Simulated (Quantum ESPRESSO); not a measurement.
# HgTe (Coloradoite) (F-43m) in Quantum ESPRESSO: a series of runs

The runs below take HgTe (Coloradoite) through single point, equation of state, with r2SCAN.

Program: Quantum ESPRESSO 7.5. These are calculated values, not measurements. Logs are shortened: lines on timing, memory, paths and dates and some standing lists are left out, and cuts for length are marked.

### 1 The crystal as given

It takes space group F-43m (No. 216, cubic). Conventional cell: a = 6.429 Å, b = 6.429 Å, c = 6.429 Å, α = 90.00°, β = 90.00°, γ = 90.00°. Hg (site symmetry -43m) has 4 Te at 2.78 Å as nearest neighbours. Te (site symmetry -43m) is surrounded by 4 Hg at 2.78 Å.

### 2 Single point, r2SCAN, 31.22 Å³/atom

The input, pw.in:

```
&CONTROL
  calculation = 'scf'
  prefix = 'pwscf'
  outdir = './tmp'
  pseudo_dir = './pseudo'
  tprnfor = .true.
  tstress = .true.
  disk_io = 'nowf'
/
&SYSTEM
  ibrav = 0
  nat = 2
  ntyp = 2
  ecutwfc = 70
  nbnd = 26
  input_dft = 'r2scan'
  occupations = 'smearing'
  smearing = 'fd'
  degauss = 0.00367493
  nosym = .true.
  nr1 = 48
  nr2 = 48
  nr3 = 48
/
&ELECTRONS
  conv_thr = 1d-08
  electron_maxstep = 120
  mixing_beta = 0.5
/
ATOMIC_SPECIES
Hg   200.5920 Hg_ONCV_PBE-1.2.upf
Te   127.6000 Te_ONCV_PBE-1.2.upf
CELL_PARAMETERS angstrom
   0.0000000000    3.1488795465    3.1488795465
   3.1488795465    0.0000000000    3.1488795465
   3.1488795465    3.1488795465    0.0000000000
ATOMIC_POSITIONS crystal
Hg     0.0000000000    0.0000000000    0.0000000000
Te     0.7500000000    0.7500000000    0.7500000000
K_POINTS automatic
5 5 5 0 0 0
```

Potentials or basis: SG15 PBE 1.2.

Command:

```bash
OMP_NUM_THREADS=1 mpirun -n 2 pw.x -nk 2 -in pw.in > pw.out
```

pw.out:

```text
This program is part of the open-source Quantum ESPRESSO suite
     for quantum simulation of materials; please cite
         "P. Giannozzi et al., J. Phys.:Condens. Matter 21 395502 (2009);
         "P. Giannozzi et al., J. Phys.:Condens. Matter 29 465901 (2017);
         "P. Giannozzi et al., J. Chem. Phys. 152 154105 (2020);
     in publications or presentations arising from this work. More details at

     IMPORTANT: XC functional enforced from input :
     Exchange-correlation= R2SCAN
                           (   0   0   0   0   0 497 498)
     Any further DFT definition will be discarded
     Please, verify this is what you really want

     K-points division:     npool     =       2
     Subspace diagonalization in iterative solution of the eigenvalue problem:
     a serial algorithm will be used

     G-vector sticks info
     --------------------
     sticks:   dense  smooth     PW     G-vecs:    dense   smooth      PW
     Sum        1369    1369    397                33487    33487    5209

     Using Slab Decomposition

     bravais-lattice index     =            0
     lattice parameter (alat)  =       8.4153  a.u.
     unit-cell volume          =     421.4002 (a.u.)^3
     number of atoms/cell      =            2
     number of atomic types    =            2
     number of electrons       =        36.00
     number of Kohn-Sham states=           26
     kinetic-energy cutoff     =      70.0000  Ry
     charge density cutoff     =     280.0000  Ry
     scf convergence threshold =      1.0E-08
     mixing beta               =       0.5000
     number of iterations used =            8  plain     mixing
     Exchange-correlation= R2SCAN
                           (   0   0   0   0   0 497 498)

     celldm(1)=   8.415306  celldm(2)=   0.000000  celldm(3)=   0.000000
     celldm(4)=   0.000000  celldm(5)=   0.000000  celldm(6)=   0.000000

     crystal axes: (cart. coord. in units of alat)
               a(1) = (   0.000000   0.707107   0.707107 )
               a(2) = (   0.707107   0.000000   0.707107 )
               a(3) = (   0.707107   0.707107   0.000000 )

     reciprocal axes: (cart. coord. in units 2 pi/alat)
               b(1) = ( -0.707107  0.707107  0.707107 )
               b(2) = (  0.707107 -0.707107  0.707107 )
               b(3) = (  0.707107  0.707107 -0.707107 )

     PseudoPot. # 1 for Hg read from file:
     Hg_ONCV_PBE-1.2.upf
     Pseudo is Norm-conserving, Zval = 20.0
     Generated using ONCVPSP code by D. R. Hamann
     Using radial grid of  602 points,  8 beta functions with:
                l(1) =   0
                l(2) =   0
                l(3) =   1
                l(4) =   1
                l(5) =   2
                l(6) =   2
                l(7) =   3
                l(8) =   3

     PseudoPot. # 2 for Te read from file:
     Te_ONCV_PBE-1.2.upf
     Pseudo is Norm-conserving, Zval = 16.0
     Generated using ONCVPSP code by D. R. Hamann
     Using radial grid of  602 points,  6 beta functions with:
                l(1) =   0
                l(2) =   0
                l(3) =   1
                l(4) =   1
                l(5) =   2
                l(6) =   2

     atomic species   valence    mass     pseudopotential
     Hg               20.00   200.59200     Hg( 1.00)
     Te               16.00   127.60000     Te( 1.00)

     No symmetry found

   Cartesian axes

     site n.     atom                  positions (alat units)
         1        Hg     tau(   1) = (   0.0000000   0.0000000   0.0000000  )
         2        Te     tau(   2) = (   1.0606602   1.0606602   1.0606602  )

     number of k points=    63  Fermi-Dirac smearing, width (Ry)=  0.0037
                       cart. coord. in units 2pi/alat
        k(    1) = (   0.0000000   0.0000000   0.0000000), wk =   0.0160000
        k(    2) = (   0.1414214   0.1414214  -0.1414214), wk =   0.0320000
        k(    3) = (   0.2828427   0.2828427  -0.2828427), wk =   0.0320000
        k(    4) = (   0.1414214  -0.1414214   0.1414214), wk =   0.0320000
        k(    5) = (   0.2828427   0.0000000  -0.0000000), wk =   0.0320000
        k(    6) = (   0.4242641   0.1414214  -0.1414214), wk =   0.0320000
[... 55 lines left out ...]
        k(   62) = (  -0.7071068   0.1414214   0.4242641), wk =   0.0320000
        k(   63) = (  -0.5656854   0.2828427   0.2828427), wk =   0.0320000

     Dense  grid:    33487 G-vectors     FFT dimensions: (  48,  48,  48)

     WARNING: libxc functional with ID  497 depends
      on external parameters: check the user_guide of
      QE if you need to modify them or to check their
      default values.

     WARNING: libxc functional with ID  498 depends
      on external parameters: check the user_guide of
      QE if you need to modify them or to check their
      default values.

     Initial potential from superposition of free atoms

     starting charge      35.9422, renormalised to      36.0000
     Starting wfcs are random

     Self-consistent Calculation

     iteration #  1     ecut=    70.00 Ry     beta= 0.50
     Davidson diagonalization with overlap
     ethr =  1.00E-02,  avg # of iterations =  9.8

     total energy              =    -484.05954373 Ry
     estimated scf accuracy    <      65.35051299 Ry

     iteration #  2     ecut=    70.00 Ry     beta= 0.50
     Davidson diagonalization with overlap
     ethr =  1.00E-02,  avg # of iterations =  1.0

     total energy              =    -484.23416000 Ry
     estimated scf accuracy    <      16.76427733 Ry

     iteration #  3     ecut=    70.00 Ry     beta= 0.50
     Davidson diagonalization with overlap
     ethr =  1.00E-02,  avg # of iterations =  1.0

     total energy              =    -484.24445484 Ry
     estimated scf accuracy    <       0.15545286 Ry

     iteration #  4     ecut=    70.00 Ry     beta= 0.50
     Davidson diagonalization with overlap
     ethr =  4.32E-04,  avg # of iterations =  1.4

     total energy              =    -484.24931894 Ry
     estimated scf accuracy    <       0.00229608 Ry

     iteration #  5     ecut=    70.00 Ry     beta= 0.50
     Davidson diagonalization with overlap
     ethr =  6.38E-06,  avg # of iterations =  6.5

     total energy              =    -484.24968620 Ry
     estimated scf accuracy    <       0.00205473 Ry

     iteration #  6     ecut=    70.00 Ry     beta= 0.50
     Davidson diagonalization with overlap
     ethr =  5.71E-06,  avg # of iterations =  1.0

     total energy              =    -484.24967695 Ry
     estimated scf accuracy    <       0.00049551 Ry

     iteration #  7     ecut=    70.00 Ry     beta= 0.50
     Davidson diagonalization with overlap
     ethr =  1.38E-06,  avg # of iterations =  1.1

     total energy              =    -484.24968295 Ry
     estimated scf accuracy    <       0.00004096 Ry

     iteration #  8     ecut=    70.00 Ry     beta= 0.50
     Davidson diagonalization with overlap
     ethr =  1.14E-07,  avg # of iterations =  1.0

     total energy              =    -484.24968352 Ry
     estimated scf accuracy    <       0.00000108 Ry

     iteration #  9     ecut=    70.00 Ry     beta= 0.50
     Davidson diagonalization with overlap
     ethr =  3.01E-09,  avg # of iterations =  2.0

     total energy              =    -484.24968362 Ry
     estimated scf accuracy    <       0.00000067 Ry

     iteration # 10     ecut=    70.00 Ry     beta= 0.50
     Davidson diagonalization with overlap
     ethr =  1.87E-09,  avg # of iterations =  1.0

     total energy              =    -484.24968363 Ry
     estimated scf accuracy    <       0.00000005 Ry

     iteration # 11     ecut=    70.00 Ry     beta= 0.50
     Davidson diagonalization with overlap
     ethr =  1.27E-10,  avg # of iterations =  1.2

     End of self-consistent calculation

          k = 0.0000 0.0000 0.0000 (  4279 PWs)   bands (ev):

  -108.1501 -55.3911 -55.3911 -55.3911 -26.2920 -26.2920 -26.2920 -26.2715
   -26.2715  -2.9435   2.2167   2.2167   2.2167   2.9042   2.9042   9.7708
    10.2160  10.2160  10.2160  14.8543  14.8543  14.8543  17.1297  20.7898
    20.7898  20.7898

          k = 0.1414 0.1414-0.1414 (  4158 PWs)   bands (ev):

  -108.1501 -55.3912 -55.3911 -55.3911 -26.2923 -26.2919 -26.2919 -26.2714
   -26.2714  -2.7235   2.2797   2.2797   2.3083   2.9006   2.9006   7.2938
     9.7563   9.7563  11.3058  15.0902  15.4047  15.4047  18.5945  19.4855
    19.4855  20.7559

          k = 0.2828 0.2828-0.2828 (  4179 PWs)   bands (ev):

  -108.1501 -55.3913 -55.3912 -55.3912 -26.2928 -26.2917 -26.2917 -26.2712
   -26.2712  -2.3320   2.3643   2.3643   2.8718   2.9234   2.9234   4.7236
     9.1452   9.1452  11.1755  15.7349  15.7349  17.1980  18.2862  20.5334
    20.5334  23.3969

          k = 0.1414-0.1414 0.1414 (  4158 PWs)   bands (ev):

  -108.1501 -55.3912 -55.3911 -55.3911 -26.2923 -26.2919 -26.2919 -26.2714
   -26.2714  -2.7235   2.2797   2.2797   2.3083   2.9006   2.9006   7.2938
     9.7563   9.7563  11.3058  15.0902  15.4047  15.4047  18.5945  19.4855
    19.4855  20.7559

          k = 0.2828 0.0000-0.0000 (  4152 PWs)   bands (ev):

  -108.1501 -55.3912 -55.3912 -55.3912 -26.2927 -26.2917 -26.2917 -26.2716
   -26.2712  -2.6487   2.2387   2.3488   2.3488   2.8679   2.9308   7.2976
     9.0783   9.0783  12.3030  13.5607  16.4061  16.4061  17.6899  20.1064
    21.0566  22.0343

          k = 0.4243 0.1414-0.1414 (  4146 PWs)   bands (ev):

  -108.1501 -55.3913 -55.3912 -55.3912 -26.2930 -26.2917 -26.2915 -26.2715
   -26.2709  -2.3060   2.3593   2.4571   2.5934   2.9479   2.9532   5.3966
     8.1113   8.4847  12.5638  14.3245  16.3359  17.0490  19.3709  20.8289
    21.4172  23.1735

          k =-0.1414-0.4243 0.4243 (  4163 PWs)   bands (ev):

  -108.1501 -55.3913 -55.3912 -55.3912 -26.2927 -26.2919 -26.2915 -26.2713
   -26.2710  -2.1658   2.4118   2.4577   2.8655   2.9147   3.2557   4.3284
     7.4528   8.6713  12.5453  15.0804  16.5984  17.4558  19.3144  20.3139
    20.8405  23.5756
[... 360 lines left out ...]
  -108.1501 -55.3913 -55.3912 -55.3912 -26.2927 -26.2919 -26.2915 -26.2713
   -26.2710  -2.1658   2.4118   2.4577   2.8655   2.9147   3.2557   4.3284
     7.4528   8.6713  12.5453  15.0804  16.5984  17.4558  19.3144  20.3139
    20.8405  23.5756

          k =-0.2828 0.5657 0.0000 (  4183 PWs)   bands (ev):

  -108.1501 -55.3913 -55.3913 -55.3912 -26.2929 -26.2920 -26.2912 -26.2714
   -26.2708  -2.0824   2.4700   2.5209   2.7659   2.9121   3.3218   4.4914
     7.0636   7.8395  13.4363  14.7734  15.7874  18.2723  19.4191  21.2756
    22.8657  23.4327

          k =-0.1414 0.7071-0.1414 (  4176 PWs)   bands (ev):

  -108.1501 -55.3914 -55.3913 -55.3912 -26.2934 -26.2915 -26.2912 -26.2715
   -26.2706  -2.0277   2.4362   2.6124   2.7150   2.9500   3.5519   4.1475
     6.9655   7.8441  12.6509  14.0779  18.0223  18.5823  19.1830  21.2377
    23.2394  23.8828

          k =-0.7071 0.1414 0.4243 (  4183 PWs)   bands (ev):

  -108.1501 -55.3913 -55.3913 -55.3912 -26.2929 -26.2920 -26.2912 -26.2714
   -26.2708  -2.0824   2.4700   2.5209   2.7659   2.9121   3.3218   4.4914
     7.0636   7.8395  13.4363  14.7734  15.7874  18.2723  19.4191  21.2756
    22.8657  23.4327

          k =-0.5657 0.2828 0.2828 (  4163 PWs)   bands (ev):

  -108.1501 -55.3913 -55.3912 -55.3912 -26.2927 -26.2919 -26.2915 -26.2713
   -26.2710  -2.1658   2.4118   2.4577   2.8655   2.9147   3.2557   4.3284
     7.4528   8.6713  12.5453  15.0804  16.5984  17.4558  19.3144  20.3139
    20.8405  23.5756

     the Fermi energy is    10.2508 ev

!    total energy              =    -484.24968363 Ry
     estimated scf accuracy    <          5.6E-09 Ry
     smearing contrib. (-TS)   =      -0.00011281 Ry
     internal energy E=F+TS    =    -484.24957082 Ry

     The total energy is F=E-TS. E is the sum of the following terms:
     one-electron contribution =    -293.80150296 Ry
     hartree contribution      =     150.74550979 Ry
     xc contribution           =     -45.34476313 Ry
     ewald contribution        =    -295.84881452 Ry

     convergence has been achieved in  11 iterations

     Forces acting on atoms (cartesian axes, Ry/au):

     atom    1 type  1   force =    -0.00000018   -0.00000044    0.00000010
     atom    2 type  2   force =     0.00000018    0.00000044   -0.00000010

     Total force =     0.000001     Total SCF correction =     0.000001
     SCF correction compared to forces is large: reduce conv_thr to get better values

     Computing stress (Cartesian axis) and pressure

          total   stress  (Ry/bohr**3)                   (kbar)     P=       68.53
   0.00046583  -0.00000000   0.00000000           68.53       -0.00        0.00
  -0.00000000   0.00046583   0.00000000           -0.00       68.53        0.00
   0.00000000   0.00000000   0.00046583            0.00        0.00       68.53

=------------------------------------------------------------------------------=
   JOB DONE.
=------------------------------------------------------------------------------=
```

Run time: 3.4 min. Hardware: 2 MPI ranks of Arm Neoverse V2, shared host; peak memory 0.3 GiB.

What came out:

- Free energy: -6588.5526 eV
- Pressure: 6.9 GPa
- Band gap on the k mesh: none (metal or under the smearing width)

Caveat: the k mesh is coarse; the potentials were made for another functional, which shifts forces and pressure.

### 3 Single point, r2SCAN, 31.89 Å³/atom

pw.in: that of step 2 with these lines changed.

```diff
@@ -33,5 +33,5 @@
 CELL_PARAMETERS angstrom
-   0.0000000000    3.1488795465    3.1488795465
-   3.1488795465    0.0000000000    3.1488795465
-   3.1488795465    3.1488795465    0.0000000000
+   0.0000000000    3.1710554852    3.1710554852
+   3.1710554852    0.0000000000    3.1710554852
+   3.1710554852    3.1710554852    0.0000000000
 ATOMIC_POSITIONS crystal
```

Potentials or basis: SG15 PBE 1.2.

Command:

```bash
OMP_NUM_THREADS=1 mpirun -n 2 pw.x -nk 2 -in pw.in > pw.out
```

It took 3.4 min on 2 MPI ranks of Arm Neoverse V2, shared host; peak memory 0.3 GiB.

It converged, with:

```
Free energy            : -6588.6034 eV
Pressure               : 5.4 GPa
Band gap on the k mesh : none (metal or under the smearing width)
```

Caveat: the k mesh is coarse; the potentials were made for another functional, which shifts forces and pressure.

### 4 Single point, r2SCAN, 32.55 Å³/atom

pw.in: that of step 3 with these lines changed.

```diff
@@ -33,5 +33,5 @@
 CELL_PARAMETERS angstrom
-   0.0000000000    3.1710554852    3.1710554852
-   3.1710554852    0.0000000000    3.1710554852
-   3.1710554852    3.1710554852    0.0000000000
+   0.0000000000    3.1929255244    3.1929255244
+   3.1929255244    0.0000000000    3.1929255244
+   3.1929255244    3.1929255244    0.0000000000
 ATOMIC_POSITIONS crystal
```

Command:

```bash
OMP_NUM_THREADS=1 mpirun -n 2 pw.x -nk 2 -in pw.in > pw.out
```

It took 3.4 min on 2 MPI ranks of Arm Neoverse V2, shared host; peak memory 0.3 GiB.

The run converged. Its results:

- Free energy: -6588.6428 eV
- Pressure: 4.1 GPa
- Band gap on the k mesh: none (metal or under the smearing width)

Caveat: the k mesh is coarse; the potentials were made for another functional, which shifts forces and pressure.

### 5 Single point, r2SCAN, 33.22 Å³/atom

pw.in: that of step 4 with these lines changed.

```diff
@@ -33,5 +33,5 @@
 CELL_PARAMETERS angstrom
-   0.0000000000    3.1929255244    3.1929255244
-   3.1929255244    0.0000000000    3.1929255244
-   3.1929255244    3.1929255244    0.0000000000
+   0.0000000000    3.2145000000    3.2145000000
+   3.2145000000    0.0000000000    3.2145000000
+   3.2145000000    3.2145000000    0.0000000000
 ATOMIC_POSITIONS crystal
```

Command:

```bash
OMP_NUM_THREADS=1 mpirun -n 2 pw.x -nk 2 -in pw.in > pw.out
```

It took 3.5 min on 2 MPI ranks of Arm Neoverse V2, shared host; peak memory 0.32 GiB.

It converged, with:

* Free energy: -6588.6722 eV
* Pressure: 3.0 GPa
* Band gap on the k mesh: none (metal or under the smearing width)

Caveat: the k mesh is coarse; the potentials were made for another functional, which shifts forces and pressure.

### 6 Single point, r2SCAN, 33.88 Å³/atom

pw.in: that of step 5 with these lines changed.

```diff
@@ -33,5 +33,5 @@
 CELL_PARAMETERS angstrom
-   0.0000000000    3.2145000000    3.2145000000
-   3.2145000000    0.0000000000    3.2145000000
-   3.2145000000    3.2145000000    0.0000000000
+   0.0000000000    3.2357886999    3.2357886999
+   3.2357886999    0.0000000000    3.2357886999
+   3.2357886999    3.2357886999    0.0000000000
 ATOMIC_POSITIONS crystal
```

Potentials or basis: SG15 PBE 1.2.

Command:

```bash
OMP_NUM_THREADS=1 mpirun -n 2 pw.x -nk 2 -in pw.in > pw.out
```

It took 3.5 min on 2 MPI ranks of Arm Neoverse V2, shared host; peak memory 0.32 GiB.

The run converged. Its results:

| Quantity | Value |
| --- | --- |
| Free energy | -6588.6926 eV |
| Pressure | 2.0 GPa |
| Band gap on the k mesh | none (metal or under the smearing width) |

Caveat: the k mesh is coarse; the potentials were made for another functional, which shifts forces and pressure.

### 7 Single point, r2SCAN, 34.54 Å³/atom

pw.in: that of step 6 with these lines changed.

```diff
@@ -33,5 +33,5 @@
 CELL_PARAMETERS angstrom
-   0.0000000000    3.2357886999    3.2357886999
-   3.2357886999    0.0000000000    3.2357886999
-   3.2357886999    3.2357886999    0.0000000000
+   0.0000000000    3.2568009036    3.2568009036
+   3.2568009036    0.0000000000    3.2568009036
+   3.2568009036    3.2568009036    0.0000000000
 ATOMIC_POSITIONS crystal
```

Command:

```bash
OMP_NUM_THREADS=1 mpirun -n 2 pw.x -nk 2 -in pw.in > pw.out
```

Wall time 3.5 min (2 MPI ranks of Arm Neoverse V2, shared host); peak memory 0.32 GiB.

The run converged. Its results:

```yaml
Free_energy: -6588.7049 eV
Pressure: 1.0 GPa
Band_gap_on_the_k_mesh: none (metal or under the smearing width)
```

Caveat: the k mesh is coarse; the potentials were made for another functional, which shifts forces and pressure.

### 8 Single point, r2SCAN, 35.21 Å³/atom

pw.in: that of step 7 with these lines changed.

```diff
@@ -33,5 +33,5 @@
 CELL_PARAMETERS angstrom
-   0.0000000000    3.2568009036    3.2568009036
-   3.2568009036    0.0000000000    3.2568009036
-   3.2568009036    3.2568009036    0.0000000000
+   0.0000000000    3.2775454177    3.2775454177
+   3.2775454177    0.0000000000    3.2775454177
+   3.2775454177    3.2775454177    0.0000000000
 ATOMIC_POSITIONS crystal
```

Command:

```bash
OMP_NUM_THREADS=1 mpirun -n 2 pw.x -nk 2 -in pw.in > pw.out
```

Run time: 3.5 min. Hardware: 2 MPI ranks of Arm Neoverse V2, shared host; peak memory 0.32 GiB.

It converged, with:

```
Free energy            : -6588.7100 eV
Pressure               : 0.2 GPa
Band gap on the k mesh : none (metal or under the smearing width)
```

Caveat: the k mesh is coarse; the potentials were made for another functional, which shifts forces and pressure.

### 9 Equation of state, r2SCAN

Potentials or basis: SG15 PBE 1.2.

This step only gathers the single runs of the series.

Results:

| Quantity | Value |
| --- | --- |
| Equilibrium volume | 35.40 Å³/atom (rough: see the caveat) |
| Bulk modulus | 40 GPa (rough) |

Energy against volume, from the lowest point:
```tsv
volume (Å³/atom)	energy (meV/atom)
31.223	78.73
31.887	53.35
32.551	33.62
33.215	18.92
33.880	8.73
34.544	2.56
35.208	0.00
```

Caveat: the potentials were made for another functional, which shifts forces and pressure; the minimum lies outside the volumes run. Spin-orbit coupling is left out, which matters for the levels of Hg, Te.
